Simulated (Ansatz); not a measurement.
# Stack of 2H-WTe2 under TaSi2P4, shifted by a third of the diagonal in a perpendicular field, part 2 of 3

Wanted: the out-of-plane response of the stack of 2H-WTe2 under TaSi2P4, shifted by a third of the diagonal. A positive field points along +c.

Ansatz 0.2.0; plane-wave DFT, PBE-D3(BJ), Ansatz PAW.

So far. Step 2 (Relaxation): The lattice constant a goes from 3.515 to 3.493 Å.

**3. Single point, field 0, start network**

A sawtooth potential applies the field, turning back in the middle of the vacuum. With the dipole correction the typed value is the field outside the slab. The induced dipole is small, so the SCF threshold is tight.

The cell differs from the one that the last finished run ended in (c 62.980 → 34.861 Å).

input.yaml reads:

```yaml
crystal:
  lattice:
    - [3.4929871603, 0.0, 0.0]
    - [-1.7464935801, 3.0250156159, 0.0]
    - [0.0, 0.0, 34.8607358727]
  atoms:
    - { symbol: Te, position: [0.3333333333, 0.6666666667, 0.2581701096] }
    - { symbol: W, position: [0.0, 0.0, 0.3106871164] }
    - { symbol: Te, position: [0.3333333333, 0.6666666667, 0.363253403] }
    - { symbol: P, position: [0.3333333333, 0.6666666667, 0.4709224502] }
    - { symbol: Si, position: [0.6666666667, 0.3333333333, 0.4999267704] }
    - { symbol: P, position: [0.6666666667, 0.3333333333, 0.5640158578] }
    - { symbol: Ta, position: [0.3333333333, 0.6666666667, 0.6062812119] }
    - { symbol: P, position: [0.6666666667, 0.3333333333, 0.648644729] }
    - { symbol: Si, position: [0.6666666667, 0.3333333333, 0.7128613702] }
    - { symbol: P, position: [0.3333333333, 0.6666666667, 0.7418298904] }
kpoints:
  mp_grid: { grid: [18, 18, 1] }
  band_path:
    path: [[0, 0, 0], [0.5, 0, 0], [0.33333333, 0.33333333, 0], [0, 0, 0]]
    npoints: 16
hamiltonian:
  xc: pbe
  dispersion: d3bj
scf:
  occupations: { method: fermi_dirac, width: 0.05 }
  convergence: { dr2_threshold: 1.0e-10 }
efield:
  axis: 3
  dipole_correction: true
  ramp_position: 0.97
  ramp_width: 0.06
  amplitude: 0
output:
  dos: { projected: true, e_range: [-6, 5] }
  bader: true
  write_potential: true
  write_density: true
  volumetric_format: npy
  elf: true
```

Started as:

```console
$ ansatz run input.yaml --threads 4 --pin off --max-ram 12288MiB --backend cpu --events-out ev --progress --plain --runs-dir out
```

Numbers of over 12 decimals in the logs are rounded to 6 here.

What it wrote:

```text
[...]
Crystal: 10 atoms, lattice volume = 368.350 Å³
Basis set: ecut = 420 eV, 7155 PW (Γ)
Bands: 54, of which v1, the nominal top of the filled ones, is band 44 counted from 1 (43 counted from 0)
Symmetry: 6 space group operations
[...]
k-points: 37 of 324 (time reversal used)
[...]
SCF iter   1: F=—  HF=-38577.578452 eV  |F-HF|=—  |Δ(HF+E_count)|=         —  Δρ=3.57e-3  dr2=1.65e-1  ethr=1.77e-3  p=-0.048 e·Å  D=-2.35e-2 V/Å  ΔV_dip=0.82 eV  dr2_dipole=3.94e-2  V_vac-E_F(+/−)=5.14/4.32 eV  ⟨swp⟩=10.5  Hψ=10484  notcnv=0  defer=4
efield: sawtooth ramp at fractional position 0.9700 (set: `efield.ramp_position`, or a place that a band, a saddle search or an elastic batch's reference lends), width 0.0600; the density the first Hamiltonian is built on has a dipole p = -0.048 e·Å; the dipole correction subtracts the counter field D = -2.35e-2 V/Å, which shifts the + side's vacuum level by +0.82 eV against the − side's; the planar-averaged density in the ramp window peaks in size at 2.9e-5 e/Å³
[...]
SCF iter   2: F=—  HF=-38580.860752 eV  |F-HF|=—  |Δ(HF+E_count)|=    3.28e0  Δρ=2.66e-2  dr2=2.09e2  ethr=1.89e-4  p=0.176 e·Å  D=8.63e-2 V/Å  ΔV_dip=-3.01 eV  dr2_dipole=1.41e2  V_vac-E_F(+/−)=3.69/6.69 eV  ⟨swp⟩=5.0  Hψ=4998  notcnv=0  defer=143  recentre
[...]
SCF iter  18: F=-38577.574838 eV  HF=-38577.574838 eV  |F-HF|=1.16e-10  |Δ(HF+E_count)|=  4.37e-11  Δρ=4.39e-8  dr2=7.26e-12  ethr=1.00e-12  p=-0.044 e·Å  D=-2.18e-2 V/Å  ΔV_dip=0.76 eV  dr2_dipole=2.50e-13  V_vac-E_F(+/−)=5.41/4.65 eV  ⟨swp⟩=12.3  Hψ=6904  notcnv=0
SCF 1 converged in 18 iterations: F = -38577.574838 eV  dr2 = 7.26e-12
[...]
NSCF: frozen V_eff on 49 k-points
efield: sawtooth ramp at fractional position 0.9700 (kept from the solve that this one continues, or follows in the run), width 0.0600; the density the first Hamiltonian is built on has a dipole p = -0.044 e·Å; the dipole correction subtracts the counter field D = -2.18e-2 V/Å, which shifts the + side's vacuum level by +0.76 eV against the − side's; the planar-averaged density in the ramp window peaks in size at 3.9e-6 e/Å³
[...]
SCF converged after 18 iterations
Free energy (F): -38577.574838 eV
[...]
Internal energy: -38577.552631 eV  (E = F + TS)
E sigma→0 (E₀):  -38577.563734 eV
Entropy (-TS):   -0.022206 eV (-2.221 meV/atom)
Fermi energy:    3.403492 eV
Dipole field:    D = -0.021806 V/Å  (p = -0.044388 e·Å, saw-weighted, corrected)
Work function:   Φ+ = 5.4076 eV   Φ− = 4.6474 eV
Levels:          The Fermi level and band energies are counted from a zero that moves with the ramp; work functions are not
[...]
--- Band table (eV; the first three rows and the last of 37) ---
  k-point 0: bands = [... 40 lower, 2.8757, 2.9864, 2.9864, 3.7735, 6.2729, 6.2729, 6.4011, 6.4230, ... 6 higher]
  k-point 1: bands = [... 40 lower, 2.8420, 2.9196, 2.9637, 3.7903, 6.1751, 6.3074, 6.3792, 6.4688, ... 6 higher]
  k-point 2: bands = [... 40 lower, 2.7211, 2.7405, 2.9093, 3.7618, 5.8820, 6.0351, 6.0465, 6.1325, ... 6 higher]
  k-point 36: bands = [... 40 lower, 1.9184, 2.6499, 3.4163, 4.2264, 4.6769, 5.2762, 5.3118, 5.3849, ... 6 higher]
--- Bader charges: 10 sites ---
  site symbol  charge [e]  shift [e]
     0     Te     -0.3241     0.0002
     1      W      0.6472     0.0003
     2     Te     -0.2977     0.0002
     3      P     -1.4039     0.0219
     4     Si      1.8816     0.0292
     5      P     -1.2438     0.0111
     6     Ta      1.4825     0.0074
     7      P     -1.2408     0.0105
     8     Si      1.8818     0.0293
     9      P     -1.3830     0.0225
  estimated error of the sums over rays = 8.3e-4 e
```

Run time: 55 s. Hardware: 4 threads of Intel Xeon Platinum 8488C (Sapphire Rapids), shared host; peak memory 1.4 GiB.

This step gave:

| Item | Value |
| --- | --- |
| energy at zero smearing | -38577.5637 eV |
| work function, upper face | 5.408 eV |
| work function, lower face | 4.647 eV |
| dipole along the normal | -0.04439 e·Å |
| step between the vacuum levels | 0.7602 eV |

Running mean over a fixed 2.8 Å (it still follows the layers) of the planar mean; the ramp of the sawtooth is left out. Electron's electrostatic potential energy less the Fermi level against z:

```
z (Å)  electron's electrostatic potential energy less the Fermi level (eV)
    4                                                                 4.65
    5                                                                 4.64
    6                                                                 4.55
    7                                                                 3.21
    8                                                                0.980
    9                                                                -2.59
   10                                                                -6.76
   11                                                                -7.94
   12                                                                -5.80
   13                                                                -1.20
   14                                                                 1.56
   15                                                                0.848
   16                                                                -4.46
   17                                                                -7.69
   18                                                                -5.46
   19                                                                -4.31
   20                                                                -7.55
   21                                                                -9.40
   22                                                                -8.71
   23                                                                -4.27
   24                                                                -4.99
   25                                                                -7.25
   26                                                                -5.69
   27                                                                0.191
   28                                                                 4.79
   29                                                                 5.37
   30                                                                 5.41
   31                                                                 5.41
```

The density of states has structure finer than the step of the table below, so its rows give means over 0.2 eV, whole bins alone (the curve runs from -6 to 1.99 eV). Peaks (eV: height): -3.74: 10.6, -3.66: 14.0, -3.57: 10.3, -2.22: 13.8, -1.73: 10.2, -1.51: 20.2, -1.29: 12.5.

Density of states against energy, zero at the Fermi level; means over each step:

```
energy (eV)  density of states (states/eV a cell)
       -5.8                                  1.29
       -5.6                                  1.74
       -5.4                                  2.65
       -5.2                                  4.90
       -5.0                                  6.86
       -4.8                                  6.23
       -4.6                                  5.97
       -4.4                                  4.17
       -4.2                                  6.45
       -4.0                                  4.68
       -3.8                                  7.22
       -3.6                                  7.18
       -3.4                                  4.27
       -3.2                                  6.84
       -3.0                                  6.76
       -2.8                                  6.33
       -2.6                                  6.63
       -2.4                                  7.59
       -2.2                                  9.06
       -2.0                                  6.93
       -1.8                                  7.89
       -1.6                                  8.16
       -1.4                                  10.4
       -1.2                                  9.59
       -1.0                                  6.58
       -0.8                                  5.08
       -0.6                                  4.48
       -0.4                                  5.79
       -0.2                                  3.66
        0.0                                  2.75
        0.2                                  1.72
        0.4                                  1.24
        0.6                                 0.483
        0.8                                 0.174
        1.0                                     0
        1.2                                 0.120
        1.4                                  3.42
        1.6                                  4.63
        1.8                                  5.16
```

Projected DOS per atom over height of the atomic layer and energy from the Fermi level. Layers: Te W Te P Si P Ta P Si P from below.

Values in states/eV, 22 rows by 10 columns, each cell a mean:
```
0.34 1.85 0.31 0.33 0.48 0.15 0.49 0.11 0.46 0.33
0.42 1.81 0.41 0.25 0.33 0.02 0.05 0.01 0.12 0.10
0.00 0.00 0.00 0.00 0.00 0.00 0.00 0.00 0.00 0.00
0.00 0.00 0.00 0.01 0.01 0.02 0.20 0.02 0.01 0.01
0.00 0.01 0.01 0.08 0.05 0.07 0.86 0.07 0.05 0.08
0.03 0.24 0.03 0.09 0.08 0.17 1.67 0.18 0.08 0.09
0.64 1.74 0.71 0.08 0.04 0.29 0.85 0.30 0.04 0.08
0.52 1.56 0.56 0.21 0.04 0.49 0.65 0.51 0.04 0.23
0.68 1.15 0.85 0.74 0.11 1.08 1.03 1.22 0.13 0.76
0.95 1.57 0.84 1.00 0.25 1.16 1.23 1.12 0.24 1.36
0.95 1.11 0.79 0.45 0.19 0.78 0.94 0.80 0.30 1.06
0.82 1.03 0.76 1.28 0.36 0.72 0.71 0.72 0.38 1.00
0.77 1.07 0.72 0.97 0.39 0.73 0.52 0.67 0.41 0.79
0.76 0.83 0.72 0.77 0.49 0.58 0.54 0.55 0.53 0.73
0.74 0.58 0.74 0.70 0.49 0.47 0.59 0.46 0.49 0.60
1.00 1.01 1.02 0.57 0.43 0.48 0.58 0.48 0.42 0.51
0.75 0.57 0.73 0.49 0.39 0.52 0.53 0.53 0.36 0.41
0.42 0.31 0.46 0.49 0.44 0.70 0.64 0.83 0.49 0.47
1.10 0.88 1.12 0.40 0.41 0.72 0.40 0.60 0.37 0.35
0.54 0.47 0.52 0.68 0.70 0.74 0.50 0.68 0.64 0.61
0.51 0.43 0.52 0.24 0.20 0.07 0.04 0.07 0.13 0.14
0.33 0.25 0.33 0.08 0.06 0.02 0.02 0.03 0.08 0.09
```
Columns: height of the atomic layer (Å) from 9 to 25.9 (not evenly spaced); rows upwards: energy from the Fermi level (eV) from -5.96 to 1.96.

Electronic bands along the path, in eV, zero at the Fermi level:

```
  point  band 40  band 41  band 42  band 43  band 44  band 45  band 46  band 47
      Γ    -0.78    -0.53    -0.42    -0.42     0.37     2.87     2.87     3.00
halfway    -1.16    -1.14    -1.02    -0.89    -0.13     1.55     1.88     2.04
      M    -1.54    -0.96    -0.70    -0.37    -0.35     1.28     1.46     1.91
halfway    -1.91    -1.52    -1.03    -0.28     0.18     1.75     2.04     2.37
      K    -2.07    -1.49    -0.75     0.01     0.82     1.27     1.87     1.91
halfway    -1.29    -1.17    -0.95    -0.55    -0.10     1.33     2.07     2.22
      Γ    -0.78    -0.53    -0.42    -0.42     0.37     2.87     2.87     3.00
```

Electrostatic potential energy in the ca plane at fractional y = 0.667, with atoms of Te and P and Ta within 0.2 Å of it. With pseudopotentials it is smooth inside the atoms' cores, unlike the true potential.

Ten even steps from '0' (-61 eV) to '9' (8 eV), each cell a mean:
```
99999999999988889998899999998899988889999999
99999999999988889998889999988899988889999999
88999999999988889999999888999999988889999999
66789999997778999999998656799999999877789999
99779999973137899999985212589999999731379999
99978999850005899999974000479999998500058999
99968999961015899999984100479999998610158999
77679999986458999999987434689999999864589999
77899999998888899999998777899999998888899999
```
Columns run along c (16.0 Å, from fractional 0.36 to 0.81 of the cell; values clipped at the 3rd and 97th percentile), rows up along a (3.5 Å). Atoms in or near the plane, at fractional coordinates: Te at (0.36, 0.33), P at (0.47, 0.33), Ta at (0.61, 0.33), P at (0.74, 0.33).

Valence density in the ca plane at fractional y = 0.667, with atoms of Te and P and Ta within 0.2 Å of it. It is the smooth field of the valence electrons, not physical close to the nuclei.

Ten steps, logarithmic in the rise over the least value, from '0' (0 e/Å³) to '9' (14 e/Å³), each cell a mean:
```
11100000001122211112222212222211112221100000
11100000001122211112222212222211112221100000
22110000011222211112222222222211112222110000
44321000123333211011223444322110112333321000
78632101233333210001124676521100012333332100
99842101233023210001125777621100012321232100
99742101233233210001125777521100012332332100
66431000123333210011123565421110012333321000
33211000012232211111222232222111112232211000
```
Columns run along c (16.0 Å, from fractional 0.36 to 0.81 of the cell), rows up along a (3.5 Å). Atoms in or near the plane, at fractional coordinates: Te at (0.36, 0.33), P at (0.47, 0.33), Ta at (0.61, 0.33), P at (0.74, 0.33).

ELF in the ca plane at fractional y = 0.667, with atoms of Te and P and Ta within 0.2 Å of it. It is the smooth field of the valence electrons, not physical close to the nuclei.

Ten even steps from '0' (0.00) to '9' (0.95), each cell a mean:
```
00000000000000001233443222123443210001124565
00000000000000000112332122112322100000012455
00000000000000023455554222235555531002456776
00000000000001367765456422355445773027888887
00000000000013688742134532453113675149973576
00000000000024788630113422342001575149940045
00000000000024788630014422443002575149950256
00000000000012578754345532454335674138987787
00000000000000246665555322256556652015777887
```
Columns run along c (16.0 Å, from fractional 0.05 to 0.51 of the cell), rows up along a (3.5 Å). Atoms in or near the plane, at fractional coordinates: Te at (0.26, 0.33), Te at (0.36, 0.33), P at (0.47, 0.33).

The work function of the upper face is 5.41 eV.

**4. Atoms held, field 0.1 V/Å**

input.yaml: that of step 3 with these lines changed.

```diff
@@ -30,8 +30,6 @@
   dipole_correction: true
-  ramp_position: 0.97
-  ramp_width: 0.06
-  amplitude: 0
+  ramp_position: 0.9647
+  ramp_width: 0.0617
+  amplitude: 0.1
 output:
-  dos: { projected: true, e_range: [-6, 5] }
-  bader: true
   write_potential: true
@@ -39,2 +37 @@
   volumetric_format: npy
-  elf: true
```

What it wrote:

```text
[...]
Crystal: 10 atoms, lattice volume = 368.350 Å³
Basis set: ecut = 420 eV, 7155 PW (Γ)
Bands: 54, of which v1, the nominal top of the filled ones, is band 44 counted from 1 (43 counted from 0)
Symmetry: 6 space group operations
[...]
k-points: 37 of 324 (time reversal used)
[...]
k-point 0: bands = [... 40 lower, 2.8700, 2.9963, 2.9963, 3.7851, 6.2804, 6.2804, 6.4077, 6.4424, ... 6 higher]
  k-point 1: bands = [... 40 lower, 2.8382, 2.9294, 2.9711, 3.8018, 6.1817, 6.3289, 6.3860, 6.4545, ... 6 higher]
  k-point 2: bands = [... 40 lower, 2.7212, 2.7502, 2.9109, 3.7727, 5.8809, 6.0190, 6.0697, 6.1270, ... 6 higher]
  k-point 36: bands = [... 40 lower, 1.9325, 2.6663, 3.4064, 4.2351, 4.6675, 5.2713, 5.3254, 5.3923, ... 6 higher]
[key lines of the parts left out:]
SCF converged after 19 iterations
Free energy (F): -38577.575952 eV
Fermi energy:    3.410388 eV
Dipole field:    D = 0.032748 V/Å  (p = 0.066663 e·Å, saw-weighted, corrected)
```

It took 37 s on 4 threads; peak memory 1.3 GiB.

The dipole is 0.0667 e·Å, 0.111 e·Å from its value without field.

**5. Single point, field -0.1 V/Å**

input.yaml: that of step 4 with these lines changed.

```diff
@@ -32,3 +32,3 @@
   ramp_width: 0.0617
-  amplitude: 0.1
+  amplitude: -0.1
 output:
```

What it wrote:

```text
[...]
Crystal: 10 atoms, lattice volume = 368.350 Å³
Basis set: ecut = 420 eV, 7155 PW (Γ)
Bands: 54, of which v1, the nominal top of the filled ones, is band 44 counted from 1 (43 counted from 0)
Symmetry: 6 space group operations
[...]
k-points: 37 of 324 (time reversal used)
[...]
k-point 0: bands = [... 40 lower, 2.8872, 2.9838, 2.9838, 3.7690, 6.2721, 6.2721, 6.4011, 6.4107, ... 6 higher]
  k-point 1: bands = [... 40 lower, 2.8514, 2.9170, 2.9637, 3.7860, 6.1752, 6.2928, 6.3793, 6.4871, ... 6 higher]
  k-point 2: bands = [... 40 lower, 2.7271, 2.7380, 2.9145, 3.7580, 5.8881, 6.0269, 6.0590, 6.1440, ... 6 higher]
  k-point 36: bands = [... 40 lower, 1.9111, 2.6410, 3.4309, 4.2249, 4.6912, 5.2856, 5.3051, 5.3847, ... 6 higher]
[key lines of the parts left out:]
SCF converged after 17 iterations
Free energy (F): -38577.584833 eV
Fermi energy:    3.403805 eV
Dipole field:    D = -0.076408 V/Å  (p = -0.155538 e·Å, saw-weighted, corrected)
```

The job ended after 36 s (4 threads; peak memory 1.3 GiB; 2.3 min of CPU time).

The dipole is -0.156 e·Å, -0.111 e·Å from its value without field.

**6. Single point, field 0.5 V/Å**

input.yaml: that of step 5 with these lines changed.

```diff
@@ -30,5 +30,5 @@
   dipole_correction: true
-  ramp_position: 0.9647
-  ramp_width: 0.0617
-  amplitude: -0.1
+  ramp_position: 0.9179
+  ramp_width: 0.1554
+  amplitude: 0.5
 output:
```

What it wrote:

```text
[...]
Crystal: 10 atoms, lattice volume = 368.350 Å³
Basis set: ecut = 420 eV, 7155 PW (Γ)
Bands: 54, of which v1, the nominal top of the filled ones, is band 44 counted from 1 (43 counted from 0)
Symmetry: 6 space group operations
[...]
k-points: 37 of 324 (time reversal used)
[...]
k-point 0: bands = [... 40 lower, 2.8165, 3.0467, 3.0467, 3.8383, 6.0773, 6.3125, 6.3125, 6.4329, ... 6 higher]
  k-point 1: bands = [... 40 lower, 2.7903, 2.9796, 3.0088, 3.8547, 6.0903, 6.2106, 6.3626, 6.4156, ... 6 higher]
  k-point 2: bands = [... 40 lower, 2.6948, 2.7999, 2.9141, 3.8239, 5.7866, 5.9214, 6.0745, 6.1763, ... 6 higher]
  k-point 36: bands = [... 40 lower, 1.9846, 2.7414, 3.3076, 4.2787, 4.5701, 5.1950, 5.3824, 5.4319, ... 6 higher]
[key lines of the parts left out:]
SCF converged after 20 iterations
Free energy (F): -38577.691095 eV
Fermi energy:    3.448992 eV
Dipole field:    D = 0.249318 V/Å  (p = 0.507519 e·Å, saw-weighted, corrected)
```

It took 37 s on 4 threads; peak memory 1.3 GiB; 2.4 min of CPU time.

The dipole is 0.508 e·Å, 0.552 e·Å from its value without field.

**7. Atoms held, field -0.3 V/Å**

input.yaml: that of step 6 with these lines changed.

```diff
@@ -30,6 +30,8 @@
   dipole_correction: true
-  ramp_position: 0.9179
-  ramp_width: 0.1554
-  amplitude: 0.5
+  ramp_position: 0.9627
+  ramp_width: 0.0658
+  amplitude: -0.3
 output:
+  dos: { projected: true, e_range: [-6, 5] }
+  bader: true
   write_potential: true
@@ -37 +39,2 @@
   volumetric_format: npy
+  elf: true
```

What it wrote:

```text
[...]
Crystal: 10 atoms, lattice volume = 368.350 Å³
Basis set: ecut = 420 eV, 7155 PW (Γ)
Bands: 54, of which v1, the nominal top of the filled ones, is band 44 counted from 1 (43 counted from 0)
Symmetry: 6 space group operations
[...]
k-points: 37 of 324 (time reversal used)
[...]
--- Bader charges: 10 sites ---
  site symbol  charge [e]  shift [e]
     0     Te     -0.3062     0.0002
     1      W      0.6476     0.0003
     2     Te     -0.2997     0.0002
     3      P     -1.4023     0.0219
     4     Si      1.8807     0.0293
     5      P     -1.2434     0.0111
     6     Ta      1.4809     0.0074
     7      P     -1.2409     0.0106
     8     Si      1.8844     0.0290
     9      P     -1.4011     0.0221
  estimated error of the sums over rays = 8.0e-4 e
[key lines of the parts left out:]
SCF converged after 18 iterations
Free energy (F): -38577.638189 eV
Fermi energy:    3.398137 eV
Dipole field:    D = -0.185720 V/Å  (p = -0.378058 e·Å, saw-weighted, corrected)
```

Wall time 60 s (4 threads); peak memory 1.4 GiB.

The dipole is -0.378 e·Å, -0.334 e·Å from its value without field.

(Continued in part 3 of 3.)

[Logs are printed without paths, hosts, clocks, repeated set-up lines and the standing remarks that a program may print on its own settings, such as how far it seeks lower states.]

[Hosts, paths, dates, database ids (printed as entryN), source tags and the programs' standing remarks are cut or masked in the printed files.]

[Maps of the electrostatic potential energy from Ansatz leave out the sawtooth potential of an applied field or a dipole correction, so their vacuum need not be flat; planar profiles and work functions include it.]

[The density of states shown here was stored with 400 of the rows of the run's finer table, so its peaks can read low, often by over a quarter, or be missed, and its means over a window can be off by a tenth or more.]
